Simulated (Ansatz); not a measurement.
# Tl$_{11}$Br$_{12}$: nudged elastic band, vacancy jump

Method: DFT PBE+D3(BJ), scalar-relativistic, plane waves, PAW in Ansatz 0.2.0. Cutoff 420 eV, Γ-centred 4×4×4 k-points, Gaussian smearing of 0.05 eV. Spin–orbit coupling is left out, which matters for the heavy elements here. No spin polarisation.

3 inner image(s), climbing immediate, force tolerance 0.05 eV/Å, at most 60 iterations, fixed cell. The cell carries a charge of -1 e on a uniform background, with no finite-size correction, so the barrier is rough in so small a cell.

Time: 11 min on 4 threads of Intel(R) Xeon(R) 6975P-C (Granite Rapids) (shared host), peak memory 8.2 GiB.

Command:
```bash
ansatz run input.yaml --threads 4 --pin off --max-ram 9216MiB --backend cpu --events-out ev --progress --plain --runs-dir out
```

Input:
```yaml
crystal:
  lattice:
    - [7.9583941871, 3.9791970936, 3.9791970936]
    - [3.9791970936, -3.9791970936, 7.9583941871]
    - [7.9583941871, -3.9791970936, -3.9791970936]
  atoms:
    - { symbol: Tl, position: [0.4795972167, 1.0, 0.4920188444] }
    - { symbol: Tl, position: [0.5847260212, 0.3305479576, 0.25] }
    - { symbol: Tl, position: [0.3273366717, 0.3093775381, 0.0157952834] }
    - { symbol: Tl, position: [0.4280905007, 0.6438189986, 0.75] }
    - { symbol: Tl, position: [0.75, 1.0, 0.75] }
    - { symbol: Tl, position: [0.8632857902, 0.3093775381, 0.4842047166] }
    - { symbol: Tl, position: [0.9152739788, 0.6694520424, 0.25] }
    - { symbol: Tl, position: [0.6367142098, 0.6906224619, 0.0157952834] }
    - { symbol: Tl, position: [1.0204027833, 1.0, 0.0079811556] }
    - { symbol: Tl, position: [0.0719094993, 0.3561810014, 0.75] }
    - { symbol: Tl, position: [0.1726633283, 0.6906224619, 0.4842047166] }
    - { symbol: Br, position: [0.3781404848, 0.0, 0.8676067958] }
    - { symbol: Br, position: [0.6309793407, 0.0, 0.1230466382] }
    - { symbol: Br, position: [0.70840214, 0.3331295314, 0.875584784] }
    - { symbol: Br, position: [0.4584683286, 0.3331295314, 0.624415216] }
    - { symbol: Br, position: [0.5474392529, 0.6600454193, 0.3767891276] }
    - { symbol: Br, position: [0.8690206593, 0.0, 0.3769533618] }
    - { symbol: Br, position: [0.9525607471, 0.3399545807, 0.1232108724] }
    - { symbol: Br, position: [0.0415316714, 0.6668704686, 0.875584784] }
    - { symbol: Br, position: [0.79159786, 0.6668704686, 0.624415216] }
    - { symbol: Br, position: [0.1218595152, 0.0, 0.6323932042] }
    - { symbol: Br, position: [0.2074846722, 0.3399545807, 0.3767891276] }
    - { symbol: Br, position: [0.2925153278, 0.6600454193, 0.1232108724] }
total_charge: -1
basis:
  ecutwfc: 420
kpoints:
  mp_grid: { grid: [4, 4, 4] }
hamiltonian:
  xc: pbe
  dispersion: d3bj
scf:
  occupations: { method: gaussian, width: 0.05 }
output:
  forces: true
neb:
  images: 3
  f_tol: 0.05
  max_iterations: 60
  order_check: false
  final_atoms:
    - { symbol: Tl, position: [0.5114242369, 0.9771515262, 0.5] }
    - { symbol: Tl, position: [0.5629302269, 0.3333333333, 0.242018381] }
    - { symbol: Tl, position: [0.2559966351, 0.0239556525, 0.2342044678] }
    - { symbol: Tl, position: [0.4106700316, 0.6427110142, 0.7657955322] }
    - { symbol: Tl, position: [0.7200477124, 1.0239556525, 0.7657955322] }
    - { symbol: Tl, position: [0.8333333333, 0.3333333333, 0.5] }
    - { symbol: Tl, position: [0.9466189542, 0.6427110142, 0.2342044678] }
    - { symbol: Tl, position: [0.6680594696, 0.6638810607, 0.0] }
    - { symbol: Tl, position: [0.998607197, 1.0027856059, 0.0] }
    - { symbol: Tl, position: [0.1037364397, 0.3333333333, 0.757981619] }
    - { symbol: Tl, position: [0.1552424298, 0.6895151404, 0.5] }
    - { symbol: Br, position: [0.3758487683, -0.0066212002, 0.8732110097] }
    - { symbol: Br, position: [0.6307724319, -0.0066212002, 0.1267889903] }
    - { symbol: Br, position: [0.7143126502, 0.3333333333, 0.8730465759] }
    - { symbol: Br, position: [0.461474009, 0.3333333333, 0.6176067426] }
    - { symbol: Br, position: [0.5418015936, 0.6664628691, 0.3744154562] }
    - { symbol: Br, position: [0.8749311294, 0.0002037976, 0.3744154562] }
    - { symbol: Br, position: [0.9523540165, 0.3333333333, 0.1269534241] }
    - { symbol: Br, position: [0.0358942348, 0.6732878669, 0.8732110097] }
    - { symbol: Br, position: [0.7917355373, 0.6664628691, 0.6255845438] }
    - { symbol: Br, position: [0.1248650731, 0.0002037976, 0.6255845438] }
    - { symbol: Br, position: [0.2051926576, 0.3333333333, 0.3823932574] }
    - { symbol: Br, position: [0.2908178984, 0.6732878669, 0.1267889903] }
  climbing: immediate
```

Output (its end):
```
...
    - { symbol: Tl, position: [1.0141990257824958, 0.9967583467971565, -0.0015212703078527623] }
    - { symbol: Tl, position: [0.08435196127802212, 0.34994977421515633, 0.7563290785479351] }
    - { symbol: Tl, position: [0.1677140180705223, 0.7019771692775307, 0.4882670367884765] }
    - { symbol: Br, position: [0.38453195455398353, -0.015972103929699, 0.8483593472071762] }
    - { symbol: Br, position: [0.6603608418085478, -0.017756666127186183, 0.12021108173143025] }
    - { symbol: Br, position: [0.7082687207678865, 0.3308899821659822, 0.8760437960515017] }
    - { symbol: Br, position: [0.46427660408164056, 0.3253340177315591, 0.62349624033831] }
    - { symbol: Br, position: [0.5404274532931473, 0.6670446641235332, 0.37543899733315067] }
    - { symbol: Br, position: [0.8750646241651328, 0.002443351113546932, 0.3739562003587752] }
    - { symbol: Br, position: [0.922972476657728, 0.35108999772072913, 0.129788934319572] }
    - { symbol: Br, position: [0.042905859728187445, 0.6662886571637849, 0.8745609927302842] }
    - { symbol: Br, position: [0.7916666430607767, 0.6666666763824697, 0.6250000020503622] }
    - { symbol: Br, position: [0.1190567381265997, 0.007999301139255954, 0.6265037730112635] }
    - { symbol: Br, position: [0.19880135617919628, 0.3493054719709275, 0.4016406860561333] }
    - { symbol: Br, position: [0.29166666983635997, 0.6666666461489097, 0.12500000218044416] }
```

Self-consistency was reached.

Final band:

```csv
image,s (Å),ΔE (eV)
0,0.000,0.000
1,0.925,0.193
2,1.850,0.476
3,2.775,0.193
4,3.700,0.000
```

Highest image over the start 0.476 eV, over the end 0.476 eV. The order of the saddle wasn't checked, and a path that keeps a symmetry can read too high.

By iteration:

```csv
iteration,largest band force component (eV/Å),highest image (eV)
1,0.757,0.953
2,0.079,0.504
3,0.048,0.487
4,0.060,0.478
5,0.016,0.476
```

Images of the last band (Å, true forces in eV/Å):

```xyz
23
Lattice="7.958 3.979 3.979 3.979 -3.979 7.958 7.958 -3.979 -3.979" Properties=species:S:1:pos:R:3:forces:R:3 pbc="T T T" image=0 dE_eV=0.0000
Tl   11.712   -4.029    7.909    0.001   -0.001   -0.001
Tl    7.958    0.017    3.963    0.000   -0.002    0.002
Tl    3.962    0.009    3.702   -0.003    0.003    0.001
Tl   11.938   -3.843    3.843    0.000   -0.004    0.004
Tl   15.917   -3.979    7.958    0.000    0.000    0.000
Tl   11.955    0.277    3.971    0.003   -0.001   -0.003
Tl   11.938   -0.017    7.975    0.000    0.002   -0.002
Tl    7.941   -0.277    7.967   -0.003    0.001    0.003
Tl   12.163    0.049   11.987   -0.001    0.001    0.001
Tl    7.958   -4.116    0.136    0.000    0.004   -0.004
Tl    7.976   -3.988    4.257    0.003   -0.003   -0.001
Br    9.914   -1.948   -1.948    0.002    0.000    0.000
Br    6.001    2.021    2.021   -0.003   -0.001   -0.001
Br   13.932   -1.991    1.986    0.001    0.003   -0.004
Br    9.944   -1.986    1.991   -0.001    0.004   -0.003
Br    9.982   -1.947    5.932   -0.005    0.000    0.001
Br    9.916    1.958    1.958    0.003    0.001    0.001
Br    9.914    1.947    6.006    0.005    0.000   -0.001
Br    9.952   -5.972    1.988    0.001   -0.004    0.003
Br   13.923   -1.988    5.972   -0.001   -0.003    0.004
Br    6.003   -2.032   -2.032   -0.002    0.000    0.000
Br    6.003   -2.026    2.032   -0.005    0.001    0.000
Br    5.935   -1.953    5.927    0.005   -0.001    0.000
23
Lattice="7.958 3.979 3.979 3.979 -3.979 7.958 7.958 -3.979 -3.979" Properties=species:S:1:pos:R:3:forces:R:3 pbc="T T T" image=1 dE_eV=0.1927
Tl   11.784   -3.924    7.869   -0.017   -0.019   -0.011
Tl    7.899   -0.060    3.965    0.016    0.007   -0.014
Tl    3.977    0.002    2.901   -0.002    0.004    0.369
Tl   11.893   -3.881    3.703    0.006   -0.003   -0.010
Tl   15.901   -3.999    8.021   -0.001    0.007   -0.016
Tl   11.958    0.092    3.956    0.003    0.022    0.002
Tl   11.996    0.079    7.991   -0.002   -0.015   -0.014
Tl    7.903   -0.151    7.955    0.005   -0.016   -0.005
Tl   12.066    0.064   11.984    0.015   -0.011   -0.003
Tl    8.042   -4.079    0.140   -0.013    0.000   -0.003
Tl    8.005   -4.052    4.327   -0.008    0.011    0.004
Br    9.820   -1.845   -2.006    0.035   -0.039   -0.032
Br    6.081    2.146    1.974   -0.034   -0.040   -0.034
Br   13.925   -1.992    1.969    0.003   -0.004   -0.017
Br    9.945   -1.959    1.962   -0.002   -0.003   -0.022
Br    9.956   -1.969    5.961   -0.001    0.009   -0.026
Br    9.932    1.969    2.006   -0.009   -0.002   -0.030
Br    9.835    1.836    5.929    0.034    0.041   -0.022
Br    9.954   -5.968    1.999    0.003    0.002   -0.020
Br   13.935   -1.983    5.988    0.003    0.004   -0.016
Br    5.983   -2.048   -1.974    0.007   -0.006   -0.027
Br    6.101   -2.126    1.947   -0.035    0.042   -0.024
Br    5.944   -1.964    5.940   -0.008    0.008   -0.032
23
Lattice="7.958 3.979 3.979 3.979 -3.979 7.958 7.958 -3.979 -3.979" Properties=species:S:1:pos:R:3:forces:R:3 pbc="T T T" image=2 dE_eV=0.4762
Tl   11.813   -3.892    7.847   -0.004   -0.002   -0.001
Tl    7.870   -0.075    3.942    0.001    0.004   -0.006
Tl    3.979    0.000    1.990    0.000    0.000    0.000
Tl   11.882   -3.890    3.647    0.003   -0.004   -0.008
Tl   15.894   -4.010    8.008   -0.003    0.001   -0.006
Tl   11.961    0.031    3.930    0.003   -0.001    0.006
Tl   12.013    0.111    7.973    0.002   -0.001   -0.002
Tl    7.883   -0.111    7.943   -0.002    0.001    0.002
Tl   12.026    0.075   11.974   -0.001   -0.004    0.006
Tl    8.083   -4.066    0.111    0.004    0.002    0.001
Tl    8.014   -4.069    4.311   -0.003    0.004    0.008
Br    9.748   -1.782   -1.973    0.004   -0.009   -0.002
Br    6.141    2.220    2.008   -0.006   -0.007   -0.004
Br   13.925   -1.984    1.966    0.005   -0.001    0.002
Br    9.951   -1.928    1.956   -0.002    0.004   -0.002
Br    9.943   -1.998    5.965   -0.002    0.001    0.002
Br    9.950    1.984    2.013   -0.005    0.001   -0.002
Br    9.775    1.759    5.950    0.006    0.007    0.004
Br    9.953   -5.961    1.993    0.002   -0.001   -0.002
Br   13.927   -1.990    5.969    0.000    0.000    0.000
Br    5.965   -2.051   -1.956    0.002   -0.004    0.002
Br    6.169   -2.197    1.973   -0.004    0.009    0.002
Br    5.969   -1.990    5.969    0.000    0.000    0.000
23
Lattice="7.958 3.979 3.979 3.979 -3.979 7.958 7.958 -3.979 -3.979" Properties=species:S:1:pos:R:3:forces:R:3 pbc="T T T" image=3 dE_eV=0.1927
Tl   11.854   -3.879    7.819    0.013    0.000    0.003
Tl    7.830   -0.064    3.933   -0.015    0.011    0.003
Tl    3.981   -0.002    1.078    0.002   -0.004   -0.369
Tl   11.891   -3.906    3.632    0.008   -0.011   -0.004
Tl   15.896   -4.071    7.981   -0.003   -0.022   -0.002
Tl   11.953    0.020    3.917    0.001   -0.007    0.016
Tl   11.992    0.151    7.962   -0.005    0.016    0.005
Tl    7.900   -0.079    7.926    0.002    0.015    0.014
Tl   11.997    0.060   11.952   -0.016   -0.007    0.014
Tl    8.112   -4.034    0.090    0.017    0.019    0.011
Tl    8.003   -4.077    4.256   -0.006    0.003    0.010
Br    9.816   -1.853   -1.947    0.035   -0.042    0.024
Br    6.082    2.143    2.030   -0.034   -0.041    0.022
Br   13.943   -1.969    1.973    0.009    0.002    0.030
Br    9.934   -1.931    1.974   -0.007    0.006    0.027
Br    9.942   -1.991    5.959   -0.003   -0.002    0.020
Br    9.950    1.992    2.011   -0.003    0.004    0.017
Br    9.835    1.833    5.984    0.034    0.040    0.034
Br    9.940   -5.990    1.998    0.001   -0.009    0.026
Br   13.920   -1.996    5.949   -0.003   -0.004    0.016
Br    5.971   -2.020   -1.962    0.002    0.003    0.022
Br    6.096   -2.134    2.006   -0.035    0.039    0.032
Br    5.994   -2.016    5.997    0.008   -0.008    0.032
23
Lattice="7.958 3.979 3.979 3.979 -3.979 7.958 7.958 -3.979 -3.979" Properties=species:S:1:pos:R:3:forces:R:3 pbc="T T T" image=4 dE_eV=0.0000
Tl   11.938   -3.843    7.822    0.000   -0.004    0.004
Tl    7.732   -0.049    3.930    0.001   -0.001   -0.001
Tl    3.997   -0.009    0.277    0.003   -0.003   -0.001
Tl   11.920   -3.971    3.702   -0.003    0.003    0.001
Tl   15.899   -4.257    7.967   -0.003    0.001    0.003
Tl   11.938    0.000    3.979    0.000    0.000    0.000
Tl   11.955    0.277    7.950    0.003   -0.001   -0.003
Tl    7.958    0.017    7.942    0.000   -0.002    0.002
Tl   11.938   -0.017   11.954    0.000    0.002   -0.002
Tl    8.184   -3.930    0.049   -0.001    0.001    0.001
Tl    7.958   -4.116    4.116    0.000    0.004   -0.004
Br    9.914   -1.953   -2.032    0.005   -0.001    0.000
Br    6.003    2.032    1.953   -0.005    0.000    0.001
Br   13.959   -1.958    2.021   -0.003   -0.001   -0.001
Br    9.914   -1.948    2.032    0.002    0.000    0.000
Br    9.944   -1.986    5.970   -0.001    0.004   -0.003
Br    9.944    1.991    1.993   -0.001   -0.003    0.004
Br    9.916    1.958    5.937    0.003    0.001    0.001
Br    9.914   -6.011    2.026    0.005    0.000   -0.001
Br   13.932   -1.991    5.965    0.001    0.003   -0.004
Br    5.973   -1.993   -1.991    0.001   -0.004    0.003
Br    6.003   -2.032    1.948   -0.002    0.000    0.000
Br    6.003   -2.026    6.011   -0.005    0.001    0.000
```